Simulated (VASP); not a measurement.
Br, 1 atom in the cell. It takes space group I4/mmm (No. 139, tetragonal). The conventional cell has a = 2.847 Å, b = 2.847 Å, c = 7.155 Å, α = 90.00°, β = 90.00°, γ = 90.00°. Around Br (site symmetry 4/mmm) lie 4 Br at 2.85 Å. 

```yaml
Program: VASP 6.6.1
Task: density of states
Functional: vdW-DF
Potentials_or_basis: VASP PAW PBE potentials, release 64 (Br)
Cutoff: 500 eV
k_mesh: 13 × 13 × 13
Occupations: tetrahedron
Spin: no spin polarisation
Further_INCAR_settings: ALGO = Normal; EDIFF = 1.00e-07
```

Potentials or basis: VASP PAW PBE potentials, release 64 (Br).

Command:

```sh
$ python run.py
```

Hardware: 1 thread of Intel(R) Xeon(R) Platinum 8488C (Sapphire Rapids), with other jobs on the host.

Task: How long does it take, and how much memory?

Result: Wall time 86 s on 1 thread of Intel(R) Xeon(R) Platinum 8488C (Sapphire Rapids) (shared host), peak memory 0.38 GiB. Counts: scf iterations 13, k points 196.
